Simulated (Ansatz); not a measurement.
The system is TiO2.

```
Ti O
1.0
     6.15358   -1.88347    0.00000
     6.15358    1.88347    0.00000
    -1.92833    0.00000    6.32897
Ti O
4 8
Direct
  0.90007 0.90007 0.28960
  0.19529 0.19529 0.28376
  0.09993 0.09993 0.71040
  0.80471 0.80471 0.71624
  0.36193 0.36193 0.29340
  0.26349 0.26349 0.65250
  0.86719 0.86719 0.99529
  0.73651 0.73651 0.34750
  0.94165 0.94165 0.63002
  0.13281 0.13281 0.00471
  0.63807 0.63807 0.70660
  0.05835 0.05835 0.36998
```

The cell comes from a database or a generator and needn't be the stable form of this composition.

* Program: Ansatz 0.2.0
* Task: relaxation of cell and atoms
* Functional: PBEsol
* Dispersion: D3(BJ)
* Potentials or basis: Ansatz PAW
* Cutoff: 420 eV (not typed: the program's choice for these potentials)
* k mesh: 8 × 8 × 4
* Occupations: fermi-dirac, width 0.05 eV
* Spin: no spin polarisation

At the start: volume 12.23 Å³/atom.

Question: Where does the relaxation end?

Answer: It ends after 10 steps and the volume is 11.65 Å³/atom (-4.7 %); space group C2/m (No. 12, to 0.05 Å).

Step by step:
```tsv
step	energy change (eV)	largest force (eV/Å)	volume (Å³)
1	0.0000	0.1605	146.71
2	-0.2026	0.0432	141.71
3	-0.2233	0.0492	139.97
4	-0.2230	0.0364	140.07
5	-0.2230	0.0196	140.12
6	-0.2233	0.0165	140.07
7	-0.2234	0.0058	140.07
8	-0.2009	0.0056	140.07
9	-0.2021	0.0043	139.86
10	-0.2011	0.0044	139.86
```

Final structure:
```yaml
crystal:
  lattice:
    - [6.05132, -1.85743, -0.00263]
    - [6.05132, 1.85743, -0.00263]
    - [-1.89898, 0.00000, 6.22236]
  atoms:
    - { symbol: Ti, position: [0.89900, 0.89900, 0.29139] }
    - { symbol: Ti, position: [0.19487, 0.19487, 0.28387] }
    - { symbol: Ti, position: [0.10100, 0.10100, 0.70861] }
    - { symbol: Ti, position: [0.80513, 0.80513, 0.71613] }
    - { symbol: O, position: [0.36181, 0.36181, 0.29415] }
    - { symbol: O, position: [0.26414, 0.26414, 0.65172] }
    - { symbol: O, position: [0.86764, 0.86764, 0.99664] }
    - { symbol: O, position: [0.73586, 0.73586, 0.34828] }
    - { symbol: O, position: [0.94153, 0.94153, 0.62940] }
    - { symbol: O, position: [0.13236, 0.13236, 0.00336] }
    - { symbol: O, position: [0.63819, 0.63819, 0.70585] }
    - { symbol: O, position: [0.05847, 0.05847, 0.37060] }
```

Caveat: the plane-wave basis is chosen anew once the cell has moved, so the energies of steps on either side of that aren't comparable; the pressure holds a Pulay correction of +0.7 GPa for the finite cutoff; the PAW data sets come from PBE, with cores solved anew for the run's functional, which leaves a small shift of forces and pressure.
